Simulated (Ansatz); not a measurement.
Theory: DFT r2SCAN, scalar-relativistic, plane waves, PAW in Ansatz.

Structure of AgBr:

```
CELL_PARAMETERS angstrom
0.00000 2.89256 2.89256
2.89256 0.00000 2.89256
2.89256 2.89256 0.00000
ATOMIC_POSITIONS crystal
Ag 0.00000 0.00000 0.00000
Br 0.50000 0.50000 0.50000
```

Plane waves to 500 eV, a k mesh through Γ of 8×8×8 on the computed 2-atom cell and Gaussian smearing (0.02 eV); no spin polarisation.

Levels along Γ–X–U | K–Γ–L–W–X, in eV from a zero inside the gap, sorted by energy at each point. Points in fractions of the primitive reciprocal vectors: Γ (0.000 0.000 0.000), X (0.500 0.000 0.500), U (0.625 0.250 0.625), K (0.375 0.375 0.750), L (0.500 0.500 0.500), W (0.500 0.250 0.750).
```
point k (1/Å, with 2π) band 10  band 11  band 12  band 13  band 14  band 15  band 16
    Γ             0.000    -3.34    -2.56    -2.56    -2.56     0.65     9.80     9.80
    -             0.155    -3.33    -2.52    -2.52    -2.37     1.04     9.24     9.62
    -             0.310    -3.31    -2.45    -2.45    -2.19     2.00     8.38     8.49
    -             0.466    -3.28    -2.45    -2.45    -2.14     2.94     6.98     7.87
    -             0.621    -3.25    -2.53    -2.53    -2.19     3.01     6.85     7.40
    -             0.776    -3.22    -2.69    -2.69    -2.39     2.34     7.08     7.75
    -             0.931    -3.20    -2.88    -2.88    -2.69     1.78     6.88     8.65
    X             1.086    -3.19    -2.98    -2.98    -2.86     1.59     6.82     9.01
    -             1.141    -3.08    -2.98    -2.97    -2.84     1.62     6.83     8.99
    -             1.196    -2.98    -2.96    -2.89    -2.79     1.73     6.83     8.91
    -             1.251    -2.98    -2.94    -2.73    -2.68     1.89     6.85     8.80
    -             1.306    -2.99    -2.92    -2.68    -2.46     2.10     6.85     8.66
    -             1.360    -3.00    -2.89    -2.63    -2.24     2.34     6.83     8.50
    -             1.415    -3.01    -2.85    -2.60    -2.02     2.62     6.78     8.32
    U             1.470    -3.02    -2.81    -2.57    -1.80     2.91     6.68     8.14
    K             1.470    -3.02    -2.81    -2.57    -1.80     2.91     6.68     8.14
    -             1.635    -3.07    -2.67    -2.54    -1.20     3.83     6.09     7.63
    -             1.799    -3.08    -2.54    -2.53    -0.80     4.78     5.23     7.30
    -             1.964    -3.10    -2.57    -2.43    -0.74     4.19     5.88     7.25
    -             2.128    -3.16    -2.62    -2.39    -1.04     3.12     7.09     7.52
    -             2.293    -3.25    -2.65    -2.43    -1.58     2.03     8.14     8.40
    -             2.458    -3.32    -2.63    -2.51    -2.18     1.07     9.05     9.48
    Γ             2.622    -3.34    -2.56    -2.56    -2.56     0.65     9.80     9.80
    -             2.756    -3.34    -2.70    -2.36    -2.36     0.94     9.18     9.75
    -             2.891    -3.30    -2.86    -1.98    -1.98     1.62     8.24     9.36
    -             3.025    -3.24    -2.88    -1.58    -1.58     2.40     7.41     8.63
    -             3.159    -3.18    -2.84    -1.21    -1.21     3.10     6.79     7.90
    -             3.294    -3.12    -2.79    -0.91    -0.91     3.53     6.50     7.32
    -             3.428    -3.08    -2.74    -0.72    -0.72     3.68     6.46     6.94
    L             3.563    -3.07    -2.73    -0.65    -0.65     3.70     6.49     6.81
    -             3.672    -3.07    -2.73    -0.78    -0.69     3.87     5.91     6.91
    -             3.782    -3.07    -2.75    -1.13    -0.84     4.30     5.23     7.20
    -             3.892    -3.07    -2.77    -1.56    -1.07     4.65     4.88     7.64
    -             4.002    -3.06    -2.79    -2.00    -1.37     4.20     5.50     7.78
    -             4.111    -3.04    -2.81    -2.38    -1.68     3.88     6.13     7.67
    -             4.221    -3.01    -2.85    -2.69    -1.94     3.70     6.76     7.57
    W             4.331    -2.94    -2.88    -2.88    -2.05     3.64     7.24     7.54
    -             4.408    -2.94    -2.90    -2.87    -2.07     3.48     7.31     7.46
    -             4.486    -2.94    -2.94    -2.89    -2.14     3.08     7.13     8.04
    -             4.563    -2.98    -2.95    -2.91    -2.25     2.62     7.00     8.35
    -             4.641    -2.98    -2.95    -2.94    -2.41     2.19     6.91     8.61
    -             4.718    -2.98    -2.97    -2.96    -2.62     1.86     6.86     8.82
    -             4.796    -3.05    -2.98    -2.97    -2.80     1.66     6.83     8.96
    X             4.874    -3.19    -2.98    -2.98    -2.86     1.59     6.82     9.01
```

Cost: 1 run of about 0.32 core-minutes, on Arm Neoverse V2 (shared hosts).